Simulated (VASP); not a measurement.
AgCl: density of states with RPBE+U

Crystal: AgCl.

```
Ag Cl
1.0
     3.43397    0.00000    0.00000
     0.00000    3.43397    0.00000
     0.00000    0.00000    3.43397
Ag Cl
1 1
Cartesian
  0.0000 0.0000 0.0000
  1.7170 1.7170 1.7170
```

Measurements of this composition are mostly on another form, of space group No. 225.

* Program: VASP 6.6.1
* Task: density of states
* Functional: RPBE
* Potentials or basis: VASP PAW PBE potentials, release 64 (Ag_sv_GW, Cl_GW)
* Cutoff: 600 eV
* k mesh: 6 × 6 × 6
* Occupations: fermi-dirac, width 0.1 eV
* Spin: spin-orbit coupling, no magnetisation
* Hubbard terms: Ag d U = 3.5 eV, J = 1.0 eV
* LDAUTYPE: 2
* Hund's J: 1
* k mesh for the DOS: 9 × 9 × 9
* Occupations for the DOS: tetrahedron
* Further INCAR settings: ALGO = Fast; EDIFF = 1e-06; NBANDS = 38

The valence electrons inside the program's atomic spheres are Ag 16.79; Cl 5.08.

Run time: 2.9 min on 1 thread of Intel(R) Xeon(R) Platinum 8559C (Emerald Rapids), on a shared host, peak memory 0.31 GiB.
